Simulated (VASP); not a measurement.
# C62N (a cell with a defect) in VASP: further runs

One crystal, C62N (a cell with a defect), is run at these levels: PBE, HSE06; tasks: hyperfine couplings.

All numbers are computed with VASP 6.6.1; they aren't measurements. Logs are shortened: lines on timing, memory, paths and dates and some standing lists are left out, and cuts for length are marked.

### 1 The crystal as given

The cell holds a defect, 63 atoms: a = 7.144 Å, b = 7.144 Å, c = 7.144 Å, α = 90.00°, β = 90.00°, γ = 90.00°.

The cell was built by a generator and needn't be a form met in nature.

### 2 Hyperfine couplings, PBE, collinear spin, ferromagnetic start

Contents of INCAR:

```
SYSTEM = C62N
ALGO = Normal ; EDIFF = 1E-7
ENCUT = 420 ; GGA = PE
ISIF = 2 ; ISMEAR = 0
ISPIN = 2 ; ISYM = 0
LASPH = .True. ; LCHARG = .False.
LDMATRIX = .True. ; LEFG = .True.
LHYPERFINE = .True. ; LORBIT = 11
LREAL = .False. ; LUSENCCL = .False.
LWAVE = .False. ; MAGMOM = 0 0 0 0 0 0 0 0 0 0 0 0 0 0 0 0 0 0 0 0 0 0 0 0 0 0 0.66 0 0 0 0 0 0 0 0 0 0 0 0 0 0 0 0 0 0.66 0 0 0 0 0 0 0 0 0 0.66 0 0 0 0 0 0 0 0
NELECT = 254 ; NELM = 80
NGYROMAG = 3.0777 10.7084 ; NUPDOWN = 2
PREC = Accurate ; QUAD_EFG = 20.44 0
SIGMA = 0.01
```

Contents of KPOINTS:

```
k-points
0
Gamma
  1 1 1
  0 0 0
```

Contents of POSCAR:

```
C62N
1.0
    7.1440000000      0.0000000000      0.0000000000
    0.0000000000      7.1440000000      0.0000000000
    0.0000000000      0.0000000000      7.1440000000
N C
1 62
Direct
    0.1376137000      0.1376137000      0.1376137000
    0.0060430000      0.2497973000      0.2497973000
    0.1252786000      0.3765358000      0.3765360000
    0.2497973000      0.0060430000      0.2497973000
    0.3765360000      0.1252786000      0.3765358000
    0.2497973000      0.2497973000      0.0060430000
    0.3765360000      0.3765358000      0.1252786000
    0.9998848000      0.9998848000      0.4999747000
    0.1242797000      0.1242797000      0.6261384000
    0.9983658000      0.2474720000      0.7519808000
    0.1235710000      0.3727933000      0.8773645000
    0.2474720000      0.9983658000      0.7519808000
    0.3727933000      0.1235710000      0.8773644000
    0.2500132000      0.2500132000      0.5013940000
    0.3746622000      0.3746621000      0.6258354000
    0.9998848000      0.4999747000      0.9998848000
    0.1242797000      0.6261384000      0.1242797000
    0.9983658000      0.7519808000      0.2474720000
    0.1235710000      0.8773644000      0.3727933000
    0.2500132000      0.5013939000      0.2500132000
    0.3746622000      0.6258354000      0.3746622000
    0.2474720000      0.7519808000      0.9983658000
    0.3727933000      0.8773644000      0.1235710000
    0.9999782000      0.4999016000      0.4999016000
    0.1239472000      0.6235861000      0.6235861000
    0.0012651000      0.7503495000      0.7503495000
    0.1328261000      0.8642605000      0.8642605000
    0.2495922000      0.4989236000      0.7509342000
    0.3754975000      0.6240872000      0.8754068000
    0.2495921000      0.7509342000      0.4989236000
    0.3754975000      0.8754068000      0.6240872000
    0.4999748000      0.9998848000      0.9998848000
    0.6261384000      0.1242797000      0.1242797000
    0.5013940000      0.2500132000      0.2500132000
    0.6258354000      0.3746621000      0.3746622000
    0.7519808000      0.9983658000      0.2474720000
    0.8773644000      0.1235710000      0.3727933000
    0.7519808000      0.2474720000      0.9983658000
    0.8773644000      0.3727933000      0.1235710000
    0.4999016000      0.9999782000      0.4999016000
    0.6235861000      0.1239472000      0.6235862000
    0.4989236000      0.2495922000      0.7509342000
    0.6240873000      0.3754975000      0.8754068000
    0.7503495000      0.0012651000      0.7503495000
    0.8642605000      0.1328263000      0.8642605000
    0.7509342000      0.2495922000      0.4989236000
    0.8754068000      0.3754975000      0.6240873000
    0.4999016000      0.4999016000      0.9999782000
    0.6235861000      0.6235861000      0.1239472000
    0.4989234000      0.7509342000      0.2495921000
    0.6240872000      0.8754068000      0.3754975000
    0.7509342000      0.4989236000      0.2495922000
    0.8754066000      0.6240872000      0.3754975000
    0.7503495000      0.7503495000      0.0012651000
    0.8642605000      0.8642605000      0.1328261000
    0.5000739000      0.5000739000      0.5000739000
    0.6250497000      0.6250497000      0.6250497000
    0.5000887000      0.7501054000      0.7501054000
    0.6254012000      0.8751811000      0.8751810000
    0.7501054000      0.5000887000      0.7501054000
    0.8751810000      0.6254013000      0.8751810000
    0.7501054000      0.7501054000      0.5000887000
    0.8751810000      0.8751810000      0.6254012000
```

Potentials or basis: VASP PAW PBE potentials, release 64 (N, C).

Run with:

```sh
> cat potpaw_PBE.64/N/POTCAR potpaw_PBE.64/C/POTCAR > POTCAR
> mpirun -np 1 vasp_std > vasp.out
```

OUTCAR:

```text
SYSTEM = C62N
   EDIFF = 1E-7
   ENCUT = 420
   GGA = PE
   ISIF = 2
   ISMEAR = 0
   ISPIN = 2
   ISYM = 0
   LASPH = .True.
   LORBIT = 11
   LREAL = .False.
   NELECT = 254
   NELM = 80
   NUPDOWN = 2
   PREC = Accurate

 ion  position               nearest neighbor table
   1  0.138  0.138  0.138-   2 1.47   4 1.47   6 1.47
   2  0.006  0.250  0.250-   1 1.47   3 1.54  37 1.56  39 1.56
   3  0.125  0.377  0.377-  24 1.53   2 1.54  14 1.55  20 1.55
   4  0.250  0.006  0.250-   1 1.47   5 1.54  19 1.56  23 1.56
   5  0.377  0.125  0.377-  40 1.53   4 1.54  34 1.55  14 1.55
   6  0.250  0.250  0.006-   1 1.47   7 1.54  11 1.56  13 1.56
   7  0.377  0.377  0.125-  48 1.53   6 1.54  34 1.55  20 1.55
[... 42 lines left out ...]
  50  0.499  0.751  0.250-  21 1.54  51 1.55  49 1.56  23 1.56
  51  0.624  0.875  0.375-  40 1.54  50 1.55  62 1.55  36 1.56
  52  0.751  0.499  0.250-  35 1.54  53 1.55  49 1.56  39 1.56
  53  0.875  0.624  0.375-  24 1.54  52 1.55  62 1.55  18 1.56
  54  0.750  0.750  0.001-  55 1.49  61 1.55  59 1.55  49 1.55
  55  0.864  0.864  0.133-  54 1.49  36 1.49  18 1.49
  56  0.500  0.500  0.500-  57 1.55  21 1.55  35 1.55  15 1.55
  57  0.625  0.625  0.625-  56 1.55  58 1.55  60 1.55  62 1.55
  58  0.500  0.750  0.750-  57 1.55  59 1.55  29 1.55  31 1.55
  59  0.625  0.875  0.875-  32 1.55  58 1.55  44 1.55  54 1.55
  60  0.750  0.500  0.750-  57 1.55  61 1.55  43 1.55  47 1.55
  61  0.875  0.625  0.875-  16 1.55  60 1.55  54 1.55  26 1.55
  62  0.750  0.750  0.500-  57 1.55  63 1.55  53 1.55  51 1.55
  63  0.875  0.875  0.625-   8 1.55  62 1.55  44 1.55  26 1.55

IMPORTANT INFORMATION: All symmetrisations will be switched off!
NOSYMM: (Re-)initialisation of all symmetry stuff for point group C_1.

----------------------------------------------------------------------------------------

                                     Primitive cell

  volume of cell :     364.6064

  direct lattice vectors                    reciprocal lattice vectors
     7.144000000  0.000000000  0.000000000     0.139977604  0.000000000  0.000000000
     0.000000000  7.144000000  0.000000000     0.000000000  0.139977604  0.000000000
     0.000000000  0.000000000  7.144000000     0.000000000  0.000000000  0.139977604

  length of vectors
     7.144000000  7.144000000  7.144000000     0.139977604  0.139977604  0.139977604

  position of ions in fractional coordinates (direct lattice)
     0.137613700  0.137613700  0.137613700
     0.006043000  0.249797300  0.249797300
     0.125278600  0.376535800  0.376536000
     0.249797300  0.006043000  0.249797300
     0.376536000  0.125278600  0.376535800
     0.249797300  0.249797300  0.006043000
[... 55 lines left out ...]
     0.750105400  0.750105400  0.500088700
     0.875181000  0.875181000  0.625401200

  ion indices of the primitive-cell ions
   primitive index   ion index
                 1           1
                 2           2
                 3           3
                 4           4
                 5           5
                 6           6
[... 55 lines left out ...]
                62          62
                63          63

----------------------------------------------------------------------------------------

 KPOINTS: k-points

Automatic generation of k-mesh.
 Grid dimensions read from file:
 generate k-points for:    1    1    1

 Generating k-lattice:

  Cartesian coordinates                     Fractional coordinates (reciprocal lattice)
     0.139977604  0.000000000  0.000000000     1.000000000  0.000000000  0.000000000
[... 488 lines left out ...]
   1       0.000     0.000    -0.000   -73.084   -73.084   -73.084
   2       1.496    -0.748    -0.748    -9.120    -9.120     8.386
   3      -1.148     0.574     0.574    -1.415    -1.415    -2.475
   4      -0.748     1.496    -0.748    -9.120     8.386    -9.120
   5       0.574    -1.148     0.574    -1.415    -2.475    -1.415
   6      -0.748    -0.748     1.496     8.386    -9.120    -9.120
[... 55 lines left out ...]
  62       0.202     0.202    -0.404    -0.476    -0.750    -0.750
  63       0.222     0.222    -0.444     1.517     0.703     0.703
---------------------------------------------------------------------

 Electric field gradients after diagonalization (V/A^2)
 (convention: |V_zz| > |V_xx| > |V_yy|)
----------------------------------------------------------------------
 ion       V_xx      V_yy      V_zz     asymmetry (V_yy - V_xx)/ V_zz
----------------------------------------------------------------------
   1      73.084    73.084  -146.168       0.000
   2      -9.134    -8.691    17.825       0.025
   3       3.049     0.512    -3.561       0.712
   4      -9.134    -8.691    17.825       0.025
   5       3.049     0.512    -3.561       0.712
   6      -9.134    -8.691    17.825       0.025
[... 55 lines left out ...]
  62       0.723     0.679    -1.402       0.032
  63      -1.295    -0.828     2.123       0.220
----------------------------------------------------------------------

           NMR quadrupolar parameters

 Cq : quadrupolar parameter    Cq=e*Q*V_zz/h
 eta: asymmetry parameters     (V_yy - V_xx)/ V_zz
 Q  : nuclear electric quadrupole moment in mb (millibarn)
----------------------------------------------------------------------
 ion       Cq(MHz)       eta       Q (mb)
----------------------------------------------------------------------
   1      -7.224       0.000      20.440
   2       0.000       0.025       0.000
   3      -0.000       0.712       0.000
   4       0.000       0.025       0.000
   5      -0.000       0.712       0.000
   6       0.000       0.025       0.000
[... 55 lines left out ...]
  62      -0.000       0.032       0.000
  63       0.000       0.220       0.000
----------------------------------------------------------------------

 Fermi contact (isotropic) hyperfine coupling parameter (MHz)
 -------------------------------------------------------------
  ion      A_pw      A_1PS     A_1AE     A_1c      A_tot
 -------------------------------------------------------------
   1       0.143     0.141    -2.097    -0.338    -2.096
   2       0.002     0.002    -0.488    -0.033    -0.487
   3       0.241     0.242     0.329    -0.489     0.328
   4       0.002     0.002    -0.488    -0.033    -0.487
   5       0.241     0.242     0.329    -0.489     0.328
   6       0.002     0.002    -0.488    -0.033    -0.487
[... 55 lines left out ...]
  62      -0.129    -0.131    -2.485     0.133    -2.483
  63       0.646     0.651     4.347    -1.109     4.342
 -------------------------------------------------------------

 Dipolar hyperfine coupling parameters (MHz)
 ---------------------------------------------------------------------
  ion      A_xx      A_yy      A_zz      A_xy      A_xz      A_yz
 ---------------------------------------------------------------------
   1       0.000    -0.000    -0.000    -0.024    -0.024    -0.024
   2      -0.613     0.307     0.307     0.063     0.063     0.621
   3       0.074    -0.037    -0.037    -0.413    -0.413     0.292
   4       0.307    -0.613     0.307     0.063     0.621     0.063
   5      -0.037     0.074    -0.037    -0.413     0.292    -0.413
   6       0.307     0.307    -0.613     0.621     0.063     0.063
[... 55 lines left out ...]
  62      -0.215    -0.215     0.431     0.072    -0.080    -0.080
  63      -0.161    -0.161     0.322    -1.144     0.614     0.614
 ---------------------------------------------------------------------

 Total hyperfine coupling parameters after diagonalization (MHz)
 (convention: |A_zz| > |A_xx| > |A_yy|)
 ----------------------------------------------------------------------
  ion      A_xx      A_yy      A_zz     asymmetry (A_yy - A_xx)/ A_zz
 ----------------------------------------------------------------------
   1      -2.071    -2.071    -2.145      -0.000
   2      -0.801     0.445    -1.106      -1.127
   3      -0.098    -0.001     1.084       0.090
   4      -0.801     0.445    -1.106      -1.128
   5      -0.098    -0.001     1.084       0.090
   6      -0.801     0.445    -1.106      -1.128
[... 55 lines left out ...]
  62      -2.647    -2.030    -2.770      -0.223
  63       5.040     2.661     5.325      -0.447
 ---------------------------------------------------------------------

 Spin-spin contribution to zero-field splitting tensor (MHz)
 ---------------------------------------------------------------
      D_xx      D_yy      D_zz      D_xy      D_xz      D_yz
 ---------------------------------------------------------------
      0.001    -0.002     0.001   990.748   990.745   990.747
 ---------------------------------------------------------------

 after diagonalization
 ---------------------------------------------
     D_diag          eigenvector (x,y,z)
 ---------------------------------------------
   -990.744      -0.648    -0.106     0.754
   -990.749       0.497    -0.810     0.313
   1981.494       0.577     0.577     0.577
---------------------------------------------

 total charge

# of ion       s       p       d       tot
------------------------------------------
    1        1.211   2.686   0.000   3.897
    2        0.821   1.726   0.000   2.547
    3        0.831   1.772   0.000   2.603
    4        0.821   1.726   0.000   2.547
    5        0.831   1.772   0.000   2.603
    6        0.821   1.726   0.000   2.547
[... 55 lines left out ...]
   62        0.826   1.759   0.000   2.585
   63        0.826   1.758   0.000   2.584
--------------------------------------------------
tot         52.507 111.729   0.000 164.236

 magnetization (x)

# of ion       s       p       d       tot
------------------------------------------
    1       -0.001   0.007   0.000   0.005
    2       -0.000   0.000   0.000  -0.000
    3        0.000   0.004   0.000   0.004
    4       -0.000   0.000   0.000  -0.000
    5        0.000   0.004   0.000   0.004
    6       -0.000   0.000   0.000  -0.000
[... 55 lines left out ...]
   62       -0.001  -0.002   0.000  -0.002
   63        0.001   0.010   0.000   0.011
--------------------------------------------------
tot          0.132   1.156   0.000   1.287
```

It took 7.7 min on 1 × NVIDIA H100 80GB with 1 thread of AMD EPYC 7R13 (Zen 3), shared host; peak memory 1.4 GiB.

Results:

```yaml
Free_energy: -550.2581 eV
Largest_force: 0.008 eV/Å
Net_moment: 2.00 μB per cell
Site_moments: N +0.01; C -0.00, +0.00, +0.01, -0.01, +0.02, +0.33, +0.03 μB
Valence_electrons_inside_the_program's_atomic_spheres: N 3.90; C 2.55, 2.60, 2.59, 2.58, 2.61
```

Forces in eV/Å, atoms in the order of the input:
```
N    0.003  0.003  0.003
C    0.002  0.000  0.000
C    0.004  0.001  0.001
C    0.000  0.002  0.000
C    0.001  0.004  0.001
C    0.000  0.000  0.002
C    0.001  0.001  0.004
C    0.001  0.001  0.000
C   -0.001 -0.001  0.001
C    0.001 -0.005  0.003
C    0.001 -0.001  0.002
C   -0.005  0.001  0.003
C   -0.001  0.001  0.002
C   -0.004 -0.004  0.001
C   -0.003 -0.003  0.004
C    0.001  0.000  0.001
C   -0.001  0.001 -0.001
C    0.001  0.003 -0.005
C    0.001  0.002 -0.001
C   -0.004  0.001 -0.004
C   -0.003  0.004 -0.003
C   -0.005  0.003  0.001
C   -0.001  0.002  0.001
C   -0.001 -0.002 -0.002
C    0.008  0.002  0.002
C   -0.001  0.000  0.000
C   -0.006  0.002  0.002
C   -0.006  0.000  0.005
C   -0.001  0.000 -0.004
C   -0.006  0.005  0.000
C   -0.001 -0.004  0.000
C    0.000  0.001  0.001
C    0.001 -0.001 -0.001
C    0.001 -0.004 -0.004
C    0.004 -0.003 -0.003
C    0.003  0.001 -0.005
C    0.002  0.001 -0.001
C    0.003 -0.005  0.001
C    0.002 -0.001  0.001
C   -0.002 -0.001 -0.002
C    0.002  0.008  0.002
C    0.000 -0.006  0.005
C    0.000 -0.001 -0.004
C    0.000 -0.001  0.000
C    0.002 -0.006  0.002
C    0.005 -0.006  0.000
C   -0.004 -0.001  0.000
C   -0.002 -0.002 -0.001
C    0.002  0.002  0.008
C    0.000  0.005 -0.006
C    0.000 -0.004 -0.001
C    0.005  0.000 -0.006
C   -0.004  0.000 -0.001
C    0.000  0.000 -0.001
C    0.002  0.002 -0.006
C    0.000  0.000  0.000
C    0.002  0.002  0.002
C    0.000  0.004  0.004
C   -0.003 -0.001 -0.001
C    0.004  0.000  0.004
C   -0.001 -0.003 -0.001
C    0.004  0.004  0.000
C   -0.001 -0.001 -0.003
```

Electric field gradients, principal values (V/Å²):
```
atom     Vxx     Vyy       Vzz
 1 N  73.084  73.084  -146.168
 2 C  -8.691  -9.134    17.825
 3 C   0.512   3.049    -3.561
 4 C  -8.691  -9.134    17.825
 5 C   0.512   3.049    -3.561
 6 C  -8.691  -9.134    17.825
 7 C   0.512   3.049    -3.561
 8 C  -0.027  -0.643     0.670
 9 C  -1.173  -1.660     2.833
10 C   2.634   7.369   -10.003
11 C  -0.055  -3.405     3.460
12 C   2.634   7.369   -10.003
13 C  -0.055  -3.405     3.460
14 C   0.002   1.005    -1.007
15 C  -0.711  -0.999     1.711
16 C  -0.027  -0.643     0.670
17 C  -1.173  -1.660     2.833
18 C   2.634   7.369   -10.003
19 C  -0.055  -3.405     3.460
20 C   0.002   1.005    -1.007
21 C  -0.711  -0.999     1.711
22 C   2.634   7.369   -10.003
23 C  -0.055  -3.405     3.460
24 C   0.374   1.536    -1.910
25 C  -0.297  -3.561     3.859
26 C   3.468   7.215   -10.683
27 C   8.445  10.572   -19.018
28 C  -0.432  -1.237     1.669
29 C   1.268   1.733    -3.000
30 C  -0.432  -1.237     1.669
31 C   1.268   1.733    -3.000
32 C  -0.027  -0.643     0.670
33 C  -1.173  -1.660     2.833
34 C   0.002   1.005    -1.007
35 C  -0.711  -0.999     1.711
36 C   2.634   7.369   -10.003
37 C  -0.055  -3.405     3.460
38 C   2.634   7.369   -10.003
39 C  -0.055  -3.405     3.460
40 C   0.374   1.536    -1.910
41 C  -0.297  -3.561     3.859
42 C  -0.432  -1.237     1.669
43 C   1.268   1.733    -3.000
44 C   3.468   7.215   -10.683
45 C   8.445  10.572   -19.018
46 C  -0.432  -1.237     1.669
47 C   1.268   1.733    -3.000
48 C   0.374   1.536    -1.910
49 C  -0.297  -3.561     3.859
50 C  -0.432  -1.237     1.669
51 C   1.268   1.733    -3.000
52 C  -0.432  -1.237     1.669
53 C   1.268   1.733    -3.000
54 C   3.468   7.215   -10.683
55 C   8.445  10.572   -19.017
56 C   0.581   0.581    -1.162
57 C  -0.437  -0.437     0.875
58 C   0.679   0.723    -1.402
59 C  -0.828  -1.295     2.124
60 C   0.679   0.723    -1.402
61 C  -0.828  -1.295     2.124
62 C   0.679   0.723    -1.402
63 C  -0.828  -1.295     2.123
```

Hyperfine coupling, principal values (MHz):
| atom | values |
| --- | --- |
| 1 N | -2.1, -2.1, -2.1 |
| 2 C | -0.8, 0.4, -1.1 |
| 3 C | -0.1, 0.0, 1.1 |
| 4 C | -0.8, 0.4, -1.1 |
| 5 C | -0.1, 0.0, 1.1 |
| 6 C | -0.8, 0.4, -1.1 |
| 7 C | -0.1, 0.0, 1.1 |
| 8 C | -2.4, -0.9, -2.5 |
| 9 C | 0.9, 0.2, 2.2 |
| 10 C | -9.3, -5.6, -9.6 |
| 11 C | 2.6, 2.1, 4.0 |
| 12 C | -9.3, -5.6, -9.6 |
| 13 C | 2.6, 2.1, 4.0 |
| 14 C | -0.5, -0.3, -0.6 |
| 15 C | 1.7, 1.4, 1.8 |
| 16 C | -2.4, -0.9, -2.5 |
| 17 C | 0.9, 0.2, 2.2 |
| 18 C | -9.3, -5.6, -9.6 |
| 19 C | 2.6, 2.1, 4.0 |
| 20 C | -0.5, -0.3, -0.6 |
| 21 C | 1.7, 1.4, 1.8 |
| 22 C | -9.3, -5.6, -9.6 |
| 23 C | 2.6, 2.1, 4.0 |
| 24 C | 1.2, -0.9, -2.6 |
| 25 C | 15.6, 15.4, 21.1 |
| 26 C | -10.1, -7.9, -10.2 |
| 27 C | 100.0, 99.0, 179.6 |
| 28 C | -1.0, -0.4, -1.3 |
| 29 C | 15.6, 14.9, 21.3 |
| 30 C | -1.0, -0.4, -1.3 |
| 31 C | 15.6, 14.9, 21.3 |
| 32 C | -2.4, -0.9, -2.5 |
| 33 C | 0.9, 0.2, 2.2 |
| 34 C | -0.5, -0.3, -0.6 |
| 35 C | 1.7, 1.4, 1.8 |
| 36 C | -9.3, -5.6, -9.6 |
| 37 C | 2.6, 2.1, 4.0 |
| 38 C | -9.3, -5.6, -9.6 |
| 39 C | 2.6, 2.1, 4.0 |
| 40 C | 1.2, -0.9, -2.6 |
| 41 C | 15.6, 15.4, 21.1 |
| 42 C | -1.0, -0.4, -1.3 |
| 43 C | 15.6, 14.9, 21.3 |
| 44 C | -10.1, -7.9, -10.2 |
| 45 C | 100.0, 99.0, 179.6 |
| 46 C | -1.0, -0.4, -1.3 |
| 47 C | 15.6, 14.9, 21.3 |
| 48 C | 1.2, -0.9, -2.6 |
| 49 C | 15.6, 15.4, 21.1 |
| 50 C | -1.0, -0.4, -1.3 |
| 51 C | 15.6, 14.9, 21.3 |
| 52 C | -1.0, -0.4, -1.3 |
| 53 C | 15.6, 14.9, 21.3 |
| 54 C | -10.1, -7.9, -10.2 |
| 55 C | 100.0, 99.0, 179.6 |
| 56 C | 0.1, 0.1, -0.3 |
| 57 C | -1.0, -1.0, -1.3 |
| 58 C | -2.6, -2.0, -2.8 |
| 59 C | 5.0, 2.7, 5.3 |
| 60 C | -2.6, -2.0, -2.8 |
| 61 C | 5.0, 2.7, 5.3 |
| 62 C | -2.6, -2.0, -2.8 |
| 63 C | 5.0, 2.7, 5.3 |

Caveat: the cell carries a net charge on a neutralising background, which shifts energy and pressure; the cell is charged against a uniform background, so pressure and absolute levels hang on convention; the total moment is fixed, so each spin has its own Fermi level.

(Part 1 of 2 ends here.)
